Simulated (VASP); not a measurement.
# Settings for HgTe: elastic tensor

HgTe, F-43m (no. 216), 2 atoms in the cell. PBE, elastic tensor by finite differences; PAW potentials Hg, Te (PBE set). VASP 6.6.1.

Wanted: elastic constants within 1.5 %.

Geometry: relaxed with this functional.

Elastic constants: the values given are C11, C12, C44.

POSCAR:
```
HgTe
1.0
    0.0000000000      3.3278963296      3.3278963296
    3.3278963296      0.0000000000      3.3278963296
    3.3278963296      3.3278963296      0.0000000000
Hg Te
1 1
Direct
    0.0000000000      0.0000000000      0.0000000000
    0.7500000000      0.7500000000      0.7500000000
```

The series start from Plane-wave cutoff (eV): 350; k mesh: 7x7x7; SCF threshold (eV): 1e-7; Precision mode: Accurate; Displacements: NFREE 2, POTIM 0.015; Projectors in real space: False. Each series keeps the choices made before it, and each single choice may use up half of a tolerance.

## Plane-wave cutoff (eV)

| Plane-wave cutoff (eV) | Elastic constants, largest deviation against the largest value | Time (s) |
|---|---|---|
| 240 | 30 % | 87 |
| 270 | 4.8 % | 193 |
| 310 | 1.6 % | 179 |
| 350 | 4.7 % | 220 |
| 420 | 1.3 % | 193 |
| 520 (reference) | 0 % | 299 |

Chosen: 520; the next looser run is off by more than half of the tolerance, so convergence isn't shown beyond this value.

## k mesh

| k mesh | Elastic constants, largest deviation against the largest value | Time (s) |
|---|---|---|
| 3x3x3 | 48 % | 95 |
| 4x4x4 | 23 % | 134 |
| 5x5x5 | 11 % | 167 |
| 7x7x7 | 3 % | 299 |
| 8x8x8 | 1.5 % | 409 |
| 10x10x10 (reference) | 0 % | 722 |

Chosen: 10x10x10; the next looser run is off by more than half of the tolerance, so convergence isn't shown beyond this value.

## SCF threshold (eV)

| SCF threshold (eV) | Elastic constants, largest deviation against the largest value | Time (s) |
|---|---|---|
| 0.0001 | 23 % | 411 |
| 1e-5 | 5.5 % | 516 |
| 1e-6 | 0.46 % | 621 |
| 1e-7 | 0.16 % | 722 |
| 1e-8 (reference) | 0 % | 812 |

Chosen: 1e-6, the loosest value from which every tighter one stays within half of the tolerance.

## Precision mode

| Precision mode | Elastic constants, largest deviation against the largest value | Time (s) |
|---|---|---|
| Accurate | 0 % | 621 |
| Normal | 0.11 % | 407 |
| Single | 0.11 % | 580 |

Chosen: Normal, the fastest of those that stay within half of the tolerance.

## All choices together

| Input | Elastic constants, largest deviation against the largest value | Time (s) |
|---|---|---|
| program defaults, KSPACING-like mesh of 0.5 per A (naive) | 44 % | 18 |
| chosen settings | 0.55 % | 407 |
| reference settings throughout | 0 % | 812 |

The chosen settings stay within the tolerance of the reference run, but the reference itself isn't shown to be converged in: Plane-wave cutoff (eV), k mesh.

Values of the reference run: Elastic constants: 43.7, 29.3, 18.7 GPa.

## The input

INCAR:
```
SYSTEM = HgTe
PREC = Normal
ENCUT = 520
EDIFF = 1E-6
ISMEAR = 0
SIGMA = 0.02
LREAL = .False.
LASPH = .True.
ALGO = Normal
NELM = 120
LWAVE = .False.
LCHARG = .False.
GGA = PE
IBRION = 6
NFREE = 2
POTIM = 0.015
NSW = 1
ISIF = 3
KPAR = 2
```

KPOINTS:
```
Automatic mesh
0
Gamma
  10 10 10
  0 0 0
```

Commands:
```
cat potpaw_PBE.64/Hg/POTCAR potpaw_PBE.64/Te/POTCAR > POTCAR
mpirun -np 2 vasp_std > vasp.out
```

The chosen input took VASP 6.6.1 407 s on 2 cores (Intel Xeon Platinum 8259CL @ 2.50GHz (Skylake/Cascade Lake)), a shared host.

## An input that fails: one k point for a small cell

It runs to its end, but against the unchanged starting input it is off by 288 % in the elastic constants.

k mesh: 7 × 7 × 7 becomes 1 × 1 × 1.

Changes against the starting input:
```
- KPAR = 2
+ KPAR = 1
```
